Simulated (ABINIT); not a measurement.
TiSi2:

```xyz
6
Lattice="1.7651 -6.7593 0.0000 1.7651 6.7593 0.0000 0.0000 0.0000 3.5652" Properties=species:S:1:pos:R:3 pbc="T T T"
Ti    1.7651    5.3653    0.8913
Ti    1.7651   -5.3653    2.6739
Si    1.7651   -3.3839    0.8913
Si    1.7651    3.3839    2.6739
Si    1.7651    0.7875    0.8913
Si    1.7651   -0.7875    2.6739
```

The cell comes from a database or a generator and needn't be the stable form of this composition.

Base run:

| Quantity | Value |
| --- | --- |
| Program | ABINIT 10.8.3 (patched build) |
| Functional | PBE |
| Potentials or basis | JTH PAW PBE v2.0 |
| Cutoff | 408 eV |
| k mesh | 8 × 8 × 8 |
| Occupations | fermi-dirac, width 0.05 eV |
| Spin | no spin polarisation |

Its results: band gap on the k mesh none (metal or under the smearing width); pressure 2.0 GPa; largest force 0.184 eV/Å.

Problem. The run is repeated on the same cell with these changes: functional from PBE to PBEsol. What comes out?

Solution. Band gap on the k mesh none (metal or under the smearing width); pressure -1.9 GPa; largest force 0.199 eV/Å.

PBEsol binds more tightly than PBE, so the same cell stands under less pressure.

Caveats: the PAW data sets were made with another functional, which shifts forces and pressure a little (some runs).

Not every run made on this cell is shown here.
